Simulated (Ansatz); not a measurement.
# Mo (Im-3m) in Ansatz: reference runs

Aim: a first look at Mo with PBE, on the cell as given and on a disturbed one.

Everything below comes from runs of Ansatz 0.2.0. Logs are shortened: lines on timing, memory, paths and dates and some standing lists are left out, and cuts for length are marked.

## 1. The structure

It takes space group Im-3m (No. 229, cubic). Conventional cell: a = 3.168 Å, b = 3.168 Å, c = 3.168 Å, α = 90.00°, β = 90.00°, γ = 90.00°. Mo (site symmetry m-3m) has 8 Mo at 2.74 Å as nearest neighbours.

## 2. Single point, PBE

Contents of input.yaml:

```yaml
crystal:
  lattice:
    - [-1.5838089719, 1.5838089719, 1.5838089719]
    - [1.5838089719, -1.5838089719, 1.5838089719]
    - [1.5838089719, 1.5838089719, -1.5838089719]
  atoms:
    - { symbol: Mo, position: [0.0, 0.0, 0.0] }
kpoints:
  mp_grid: { grid: [12, 12, 12] }
scf:
  occupations: { method: fermi_dirac, width: 0.05 }
hamiltonian:
  xc: pbe
  pseudopotentials: { kind: all_electron, lapw: { basis_error: 0.001 } }
output:
  forces: true
  stress: true
  eigenvalues: true
  populations: true
```

Potentials or basis: all-electron LAPW, scalar-relativistic.

Started as:

```
ansatz run input.yaml --threads 1 --pin off --max-ram 2560MiB --backend cpu --events-out ev --progress --plain --runs-dir out
```

Standard output:

```text
Warning: RAYON_NUM_THREADS=1 ignored (pool sized by the plan → 1); use --threads N
Mo: projections on atomic orbitals take those of the free atom 1s2 2s2 2p6 3s2 3p6 3d10 4s2 4p6 4d5 5s1, of charge +0.00 (hamiltonian.pseudopotentials.projection_atoms)
LAPW: plane waves up to 8.080 Å⁻¹, error target 1.0e-3 eV per atom; small_component_spin mean_spin; Mo in spheres of 1.372 Å, 30 of its electrons in bands, Dirac shells [] (how accurate: hamiltonian.pseudopotentials.lapw.basis_error, Limitations)
Engine: ansatz 0.2.0, aarch64-unknown-linux-gnu
Pseudopotentials: kind: all_electron
Pseudopotential: Mo, LAPW, valence charge 30, lapw/all_electron/scalar/gaussian/Mo, Koelling and Harmon's equation, gaussian nucleus
Functional definition: PBE
  parameter kappa = 0.804
  parameter beta = 0.06672455060314922
  exchange = pbe_x(kappa = kappa, mu = beta*pi^2/3)
  correlation = pbe_c(beta = beta)
Crystal: 1 atoms, lattice volume = 15.892 Å³
Basis set: ecut = 248.74271778401786 eV, 141 PW (Γ), exchange–correlation at level 2
Bands: 19, of which v1, the nominal top of the filled ones, is band 15 counted from 1 (14 counted from 0)
Symmetry: 48 space group operations
Space group: Im-3m (ITA 229), of the structure as read, at distance tolerance 2.5e-5 Å
k-points: 72 of 1728
Non-local potential: Mo, projectors of the file, none
Initial density: superposition of atomic densities (chi_scale 0.1, normalization cell)
Initial wavefunctions: plane waves of lowest kinetic energy (no species holds an atomic orbital)
Functional: x = pbe(κ = 0.804, μ = 0.2195149727645171), c = pbe(β = 0.06672455060314922)
iter 1 solved again at ethr=9.04e-4 eV; its pass at ethr=1.00e-1 eV (dr2=2.71e-1 eV) is discarded
SCF iter   1: F=—  HF=-110178.475454 eV  |F-HF|=—  |Δ(HF+E_count)|=         —  Δρ=5.39e-2  dr2=2.72e-1  ethr=9.04e-4  ⟨swp⟩=2.4  Hψ=8412  notcnv=0
preconditioner: auto → Kerker (q_TF=auto, 3.033 Å⁻¹)  [metal: Δε(μ)=0.072 eV  Ē_g=8.497 eV  σ=0.050 eV  W_gap=0.31  n_scr=12 (ndim 8)  ℏωp=22.8 eV  f_vac=0.000  D(μ)=0.55/eV (n_scr^D=0)]
SCF iter   2: F=—  HF=-110177.880582 eV  |F-HF|=—  |Δ(HF+E_count)|=   5.95e-1  Δρ=2.26e-2  dr2=5.69e-2  ethr=9.04e-4  ⟨swp⟩=2.2  Hψ=4232  notcnv=0
SCF iter   3: F=—  HF=-110177.863038 eV  |F-HF|=—  |Δ(HF+E_count)|=         —  Δρ=1.32e-2  dr2=2.32e-2  ethr=1.90e-4  ⟨swp⟩=2.0  Hψ=3903  notcnv=0
the basis was enlarged: its passes take 557.4 KiB over the memory plan, 1 of 1 planned eigensolver slots
SCF iter   4: F=—  HF=-110177.862263 eV  |F-HF|=—  |Δ(HF+E_count)|=   7.76e-4  Δρ=5.02e-3  dr2=4.30e-3  ethr=7.72e-5  ⟨swp⟩=2.0  Hψ=3800  notcnv=0
iter 5 solved again at ethr=1.03e-6 eV; its pass at ethr=1.43e-5 eV (dr2=3.08e-4 eV) is discarded
SCF iter   5: F=—  HF=-110177.862861 eV  |F-HF|=—  |Δ(HF+E_count)|=   5.99e-4  Δρ=1.37e-3  dr2=3.07e-4  ethr=1.03e-6  ⟨swp⟩=2.0  Hψ=6722  notcnv=0
SCF iter   6: F=—  HF=-110177.862862 eV  |F-HF|=—  |Δ(HF+E_count)|=   6.25e-7  Δρ=2.85e-4  dr2=6.86e-6  ethr=1.02e-6  ⟨swp⟩=2.0  Hψ=3972  notcnv=0
SCF iter   7: F=-110177.862863 eV  HF=-110177.862863 eV  |F-HF|=1.40e-8  |Δ(HF+E_count)|=   1.21e-6  Δρ=2.41e-5  dr2=3.57e-8  ethr=2.29e-8  ⟨swp⟩=2.0  Hψ=3972  notcnv=0
SCF 1 converged in 7 iterations: F = -110177.862863 eV  dr2 = 3.57e-8
SCF converged after 7 iterations
Free energy (F): -110177.862863 eV
Harris-Foulkes:  -110177.862863 eV  (|F-HF|=1.40e-8)
Internal energy: -110177.860296 eV  (E = F + TS)
E sigma→0 (E₀):  -110177.861580 eV
Entropy (-TS):   -0.002567 eV (-2.567 meV/atom)
Fermi energy:    22.961509 eV
--- Per-component energies (eV) ---
  E_band       = -4093.173994
  E_kinetic    = 114177.390074
  E_xc         = -3370.965397
  E_electrostatic = -220984.284973  (all electrons and nuclei)
  E_smearing   = -0.002567  (= −TS)
  E_closure    = 0.000000  (closes the sum)
  E_atoms      = -110166.923224  (free atoms, spherical and without spin; not in F)
  Σ components = -110177.862863   (vs F -110177.862863, Δ=0.00e0)
  Basis errors (estimates in eV, not in F): energy 2.5e-4 per atom: plane waves 2.0e-4 (1.0e-4 summed), levels above the bands 1.3e-80, relativity 6.3e-8, radial functions 4.6e-5, core shells 1.4e-7; eigenvalues (radial functions only) 2.2e-6; not estimated: angular momenta, meshes, grids; target (lapw.basis_error) 1.0e-3; muffin-tin radii Mo 1.372 Å
--- Forces (eV/Å), atoms counted from 1 ---
  atom   1  Mo     0.00000000    -0.00000000     0.00000000
  max |Σ_I F_I| component: 7.40e-31 eV/Å
--- Stress (GPa, compression-positive) ---
       -1.865030      -0.000000       0.000000
       -0.000000      -1.865030       0.000000
        0.000000       0.000000      -1.865030
  P = ⅓ Tr σ = -1.8650 GPa (-18.650 kbar)
--- Band table (eV; the first three rows and the last of 72) ---
  k-point 0: bands = ["-352.8972", "-352.8972", "-352.8972", "-194.7964", "-194.7964", "-194.7672", "-194.7672", "-194.7672", "-38.2727", "-11.5683", "-11.5683", "-11.5683", "15.8337", "21.6765", "21.6765", "21.6765", "24.6390", "24.6390", "37.6745"]
  k-point 1: bands = ["-352.8972", "-352.8972", "-352.8972", "-194.7964", "-194.7964", "-194.7672", "-194.7672", "-194.7672", "-38.2565", "-11.6633", "-11.5977", "-11.5690", "16.1318", "21.5105", "21.6452", "21.9573", "24.4086", "24.6446", "37.8847"]
  k-point 2: bands = ["-352.8972", "-352.8972", "-352.8972", "-194.7964", "-194.7964", "-194.7672", "-194.7672", "-194.7672", "-38.2119", "-11.9179", "-11.6774", "-11.5708", "16.9215", "21.0883", "21.4987", "22.7734", "24.0832", "24.6834", "38.1753"]
  k-point 71: bands = ["-352.8972", "-352.8972", "-352.8972", "-194.7964", "-194.7964", "-194.7672", "-194.7672", "-194.7672", "-37.8511", "-12.4865", "-12.4865", "-12.4865", "17.6971", "17.6971", "26.8930", "26.8930", "26.8930", "31.9300", "31.9300"]
--- Löwdin populations: 1 site ---
  site symbol       q [e]
     0     Mo     41.9309
  spilling = 0.001644 (of n_electrons = 42.000000)
```

It took 6.1 s on 1 thread of Arm Neoverse V1, shared host; peak memory 0.26 GiB.

What came out:

| Property | Result |
| --- | --- |
| Free energy | -110177.8629 eV |
| Pressure | -1.9 GPa |
| Band gap on the k mesh | none (metal or under the smearing width) |

## 3. Single point, PBE (cell strained at random at fixed volume)

Contents of input.yaml:

```yaml
crystal:
  lattice:
    - [-1.594389, 1.591296, 1.584536]
    - [1.612386, -1.54306, 1.554296]
    - [1.606588, 1.555258, -1.536299]
  atoms:
    - { symbol: Mo, position: [-0.004893, -0.028505, -0.027978] }
kpoints:
  mp_grid: { grid: [12, 12, 12] }
scf:
  occupations: { method: fermi_dirac, width: 0.05 }
hamiltonian:
  xc: pbe
  pseudopotentials: { kind: all_electron, lapw: { basis_error: 0.001 } }
output:
  forces: true
  stress: true
  eigenvalues: true
  populations: true
```

Potentials or basis: all-electron LAPW, scalar-relativistic.

Started as:

```
ansatz run input.yaml --threads 1 --pin off --max-ram 2560MiB --backend cpu --events-out ev --progress --plain --runs-dir out
```

Standard output:

```text
Warning: RAYON_NUM_THREADS=1 ignored (pool sized by the plan → 1); use --threads N
Mo: projections on atomic orbitals take those of the free atom 1s2 2s2 2p6 3s2 3p6 3d10 4s2 4p6 4d5 5s1, of charge +0.00 (hamiltonian.pseudopotentials.projection_atoms)
LAPW: plane waves up to 8.175 Å⁻¹, error target 1.0e-3 eV per atom; small_component_spin mean_spin; Mo in spheres of 1.356 Å, 30 of its electrons in bands, Dirac shells [] (how accurate: hamiltonian.pseudopotentials.lapw.basis_error, Limitations)
[... 6 set-up lines as earlier in the session ...]
[... 41 lines left out ...]
--- Forces (eV/Å), atoms counted from 1 ---
  atom   1  Mo     0.00000000     0.00000000     0.00000000
  max |Σ_I F_I| component: 0.00e0 eV/Å
--- Stress (GPa, compression-positive) ---
       -6.878434      -0.831594      -1.262855
       -0.831594       0.557680      -3.194553
       -1.262855      -3.194553       1.452273
  P = ⅓ Tr σ = -1.6228 GPa (-16.228 kbar)
--- Band table (eV; the first three rows and the last of 868) ---
  k-point 0: bands = ["-352.8969", "-352.8957", "-352.8902", "-194.7959", "-194.7911", "-194.7653", "-194.7643", "-194.7629", "-38.2727", "-11.6117", "-11.5630", "-11.5240", "15.8353", "21.3478", "21.7261", "21.9419", "24.4724", "24.8351", "37.3750"]
  k-point 1: bands = ["-352.8969", "-352.8957", "-352.8902", "-194.7959", "-194.7911", "-194.7653", "-194.7643", "-194.7629", "-38.2568", "-11.6823", "-11.5903", "-11.5484", "16.1285", "21.3527", "21.6071", "22.1454", "24.2958", "24.7927", "37.6998"]
  k-point 2: bands = ["-352.8969", "-352.8957", "-352.8902", "-194.7959", "-194.7911", "-194.7653", "-194.7643", "-194.7629", "-38.2133", "-11.9245", "-11.6700", "-11.5554", "16.9047", "21.0889", "21.4063", "22.8763", "24.0203", "24.7791", "38.0686"]
  k-point 867: bands = ["-352.8969", "-352.8957", "-352.8902", "-194.7959", "-194.7911", "-194.7653", "-194.7642", "-194.7629", "-37.8490", "-12.5406", "-12.5221", "-12.3967", "17.6620", "17.7334", "26.5891", "26.8898", "27.1982", "31.5062", "31.9694"]
--- Löwdin populations: 1 site ---
  site symbol       q [e]
     0     Mo     41.9309
  spilling = 0.001646 (of n_electrons = 42.000000)
```

populations.tsv:

```text
# site	symbol	l	j	q
# orbitals = lowdin
# n_electrons = 42.000000
# spilling = 0.001646
# projection_atom_Mo: 1s2 2s2 2p6 3s2 3p6 3d10 4s2 4p6 4d5 5s1
0	Mo	0_1S	-	1.999996
0	Mo	0_2S	-	1.999805
0	Mo	0_3S	-	1.996631
0	Mo	0_4S	-	1.941347
0	Mo	0_5S	-	0.775186
0	Mo	1_2P	-	6.000000
0	Mo	1_3P	-	5.999924
0	Mo	1_4P	-	5.987485
0	Mo	2_3D	-	9.999972
0	Mo	2_4D	-	5.230534
```

Wall time 66 s (1 thread of Arm Neoverse V1, shared host); peak memory 0.89 GiB.

What came out:

```
Free energy            : -110177.8504 eV
Pressure               : -1.6 GPa
Band gap on the k mesh : none (metal or under the smearing width)
```

Stress tensor (GPa, compression positive):
```
-6.88 -0.83 -1.26
-0.83  0.56 -3.19
-1.26 -3.19  1.45
```
